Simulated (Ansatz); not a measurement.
**AlCo3: tests of the settings**

Aim, for AlCo3: see how the k-point mesh moves the results.

Method: DFT r2SCAN, scalar-relativistic, plane waves, PAW, in Ansatz 0.2.0.

2 further runs of the same task are left out: 1 that didn't finish, 1 set aside as unsound or not needed. Runs told in other sessions of the task aren't counted.

### 1 The system as given

The structure is cubic, space group Pm-3m (No. 221). Conventional cell: a = 3.575 Å, b = 3.575 Å, c = 3.575 Å, α = 90.00°, β = 90.00°, γ = 90.00°. Around Al (site symmetry m-3m) lie 12 Co at 2.53 Å. Around Co (site symmetry 4/mmm) lie 4 Al at 2.53 Å and 8 Co at 2.53 Å.

As a file:

```
Al Co
1.0
     3.57495    0.00000    0.00000
     0.00000    3.57495    0.00000
     0.00000    0.00000    3.57495
Al Co
1 3
Direct
  0.00000 0.00000 0.00000
  0.50000 0.50000 0.00000
  0.50000 0.00000 0.50000
  0.00000 0.50000 0.50000
```

The structure comes from the Materials Project (structure only); it is used as listed.

### 2 The base run, which the others are set against

File input.yaml:

```yaml
crystal:
  lattice:
    - [3.574948, 0.0, 0.0]
    - [0.0, 3.574948, 0.0]
    - [0.0, 0.0, 3.574948]
  atoms:
    - { symbol: Al, position: [0.0, 0.0, 0.0] }
    - { symbol: Co, position: [0.5, 0.5, 0.0], spin: 1.81 }
    - { symbol: Co, position: [0.5, 0.0, 0.5], spin: 1.81 }
    - { symbol: Co, position: [0.0, 0.5, 0.5], spin: 1.81 }
basis:
  ecutwfc: 500
kpoints:
  mp_grid: { grid: [12, 12, 12] }
hamiltonian:
  xc: r2scan
scf:
  occupations: { method: gaussian, width: 0.1 }
output:
  forces: true
  stress: true
  eigenvalues: true
  populations: true
  write_density: true
  write_potential: true
  elf: true
  volumetric_format: npy
magnetization:
  spin_polarized: true
```

It was run beforehand and gave: -3983.9308 eV/atom at zero smearing, pressure 1.50 GPa, largest force 0.000 eV/Å, no gap on the mesh, site moments Al -0.06, Co +1.60 (×3) μB, in 21 SCF cycles and 3.1 min.

### 3 K-point mesh: 1×1×1

File input.yaml:

```yaml
crystal:
  lattice:
    - [3.574948, 0.0, 0.0]
    - [0.0, 3.574948, 0.0]
    - [0.0, 0.0, 3.574948]
  atoms:
    - { symbol: Al, position: [0.0, 0.0, 0.0] }
    - { symbol: Co, position: [0.5, 0.5, 0.0], spin: 1.76 }
    - { symbol: Co, position: [0.5, 0.0, 0.5], spin: 1.76 }
    - { symbol: Co, position: [0.0, 0.5, 0.5], spin: 1.76 }
basis:
  ecutwfc: 500
kpoints:
  mp_grid: { grid: [1, 1, 1] }
hamiltonian:
  xc: r2scan
scf:
  occupations: { method: gaussian, width: 0.1 }
output:
  forces: true
  stress: true
  eigenvalues: true
  populations: true
magnetization:
  spin_polarized: true
```

Run with:

```console
$ ansatz run input.yaml --threads 1 --pin off --max-ram 2560MiB --backend cpu --events-out ev --progress --plain --runs-dir out
```

### 4 K-point mesh: 2×2×2

input.yaml, as its differences from that of step 3:

```diff
@@ -13,3 +13,3 @@
 kpoints:
-  mp_grid: { grid: [1, 1, 1] }
+  mp_grid: { grid: [2, 2, 2] }
 hamiltonian:
```

### 5 K-point mesh: 4×4×4

input.yaml, as its differences from that of step 4:

```diff
@@ -13,3 +13,3 @@
 kpoints:
-  mp_grid: { grid: [2, 2, 2] }
+  mp_grid: { grid: [4, 4, 4] }
 hamiltonian:
```

### 6 K-point mesh: 6×6×6

input.yaml, as its differences from that of step 5:

```diff
@@ -13,3 +13,3 @@
 kpoints:
-  mp_grid: { grid: [4, 4, 4] }
+  mp_grid: { grid: [6, 6, 6] }
 hamiltonian:
```

### 7 K-point mesh set to 8×8×8

input.yaml, as its differences from that of step 6:

```diff
@@ -13,3 +13,3 @@
 kpoints:
-  mp_grid: { grid: [6, 6, 6] }
+  mp_grid: { grid: [8, 8, 8] }
 hamiltonian:
```

### 8 K-point mesh set to 10×10×10

input.yaml, as its differences from that of step 7:

```diff
@@ -13,3 +13,3 @@
 kpoints:
-  mp_grid: { grid: [8, 8, 8] }
+  mp_grid: { grid: [10, 10, 10] }
 hamiltonian:
```

### 9 K-point mesh: 14×14×14

input.yaml, as its differences from that of step 8:

```diff
@@ -13,3 +13,3 @@
 kpoints:
-  mp_grid: { grid: [10, 10, 10] }
+  mp_grid: { grid: [14, 14, 14] }
 hamiltonian:
```

### 10 K-point mesh set to 16×16×16

input.yaml, as its differences from that of step 9:

```diff
@@ -13,3 +13,3 @@
 kpoints:
-  mp_grid: { grid: [14, 14, 14] }
+  mp_grid: { grid: [16, 16, 16] }
 hamiltonian:
```

(Steps that only read results are left out.)

Q: Predict the outcome of the series: the values and the trend.

**Answer**, as computed:

| quantity | value |
| --- | --- |
| k-point mesh: within 10 and 1 meV/atom of 16×16×16 from | 4×4×4 for 10; 8×8×8 for 1 |

**Reading.** For the k-point mesh, the energy stays within 1 meV/atom of the reference from 8×8×8 on, at about 0.24 of the reference's time. The reference is only the best run made, not a proven limit. The gaps on the coarsest meshes are artefacts of sampling: the crystal is a metal on the dense ones. The error changes sign along the series, since a k mesh isn't variational, and a metal needs dense meshes to resolve its Fermi surface. The cell's moment varies from 2.00 to 4.70 μB over the series. Other magnetic orders or occupations could lie lower; they were not searched in full.
